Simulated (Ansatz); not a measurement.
I need a frozen displacement of one atom of TiPbO3, space group Pm-3m. Use Ansatz's Python interface. Use (first run): PBE, PAW, the default cutoff (420 eV here), 6×6×6 k-points, fixed occupations.

```
Ti Pb O
1.0
     3.96390    0.00000    0.00000
     0.00000    3.96390    0.00000
     0.00000    0.00000    3.96390
Ti Pb O
1 1 3
Direct
  0.50000 0.50000 0.50000
  0.00000 0.00000 0.00000
  0.00000 0.50000 0.50000
  0.50000 0.00000 0.50000
  0.50000 0.50000 0.00000
```

Script `tipbo3_push.py`:
```python
import ansatz as az
import numpy as np

params = {
    "xc": "pbe",
    "mesh": (6, 6, 6),
    "occupations": "Fixed",
}

vectors = np.array([
    [3.9639, 0.0, 0.0],
    [0.0, 3.9639, 0.0],
    [0.0, 0.0, 3.9639],
])
tipbo3 = (
    az.Lattice.of(vectors)
    .atom("Ti", [0.5, 0.5, 0.5])
    .atom("Pb", [0.0, 0.0, 0.0])
    .atom("O", [0.0, 0.5, 0.5])
    .atom("O", [0.5, 0.0, 0.5])
    .atom("O", [0.5, 0.5, 0.0])
)

inverse = np.linalg.inv(np.array(tipbo3.lattice.vectors))
home = np.array(tipbo3.sites[2].position)
values = np.linspace(-0.02, 0.02, 5)
energies, pulls = [], []
for shift in values:
    moved = tipbo3.move(2, to=home + shift * inverse[0])
    base = (
        moved.calculation()
        .functional(params["xc"])
        .kpoints(*params["mesh"])
        .occupations(params["occupations"])
        .forces()
    )
    report = base.run(threads=1).report
    energies.append(report["free_energy_ev"])
    pulls.append(report["forces_ev_ang"][2][0])

print("shift (A)   dE (eV)   force along x (eV/A)")
for shift, e, f in zip(values, energies, pulls):
    print(f"{shift:8.3f} {e - energies[2]:10.5f} {f:12.4f}")
print(f"stiffness from energies {2 * np.polyfit(values, energies, 2)[0]:.3f}, from forces {-np.polyfit(values, pulls, 1)[0]:.3f} eV/A^2")
```

Output of `python tipbo3_push.py`:
```text
DeckWarning: basis.ecutwfc = 420 eV, auto-derived from the records' recommended cutoffs: set by Ti (normal level)
shift (A)   dE (eV)   force along x (eV/A)
  -0.020    0.00150       0.1501
  -0.010    0.00037       0.0748
   0.000    0.00000       0.0000
   0.010    0.00037      -0.0748
   0.020    0.00150      -0.1501
stiffness from energies 7.492, from forces 7.502 eV/A^2
```
(Warnings from the package without file and line.)

The curvature of the energy gives 7.492 eV/Å² and the slope of the force 7.502 eV/Å², a positive curvature.

Notes:
- The run is spin-unpolarised.
- Of the deposited cell: it was measured well above room temperature.
- Spin-orbit coupling, which matters for elements this heavy, is left out.
- The structure is a deposited one; some such entries were measured under pressure or heat, so a shift against it needn't be the functional's error alone.
- All periodic images of the atom move with it, so the curvature is one diagonal element of the zone-centre force constants and no normal mode; a positive value doesn't exclude soft modes in which several atoms move.
- Timing: 27 s on 1 thread of Arm Neoverse V1 (shared host), peak memory 0.44 GiB.
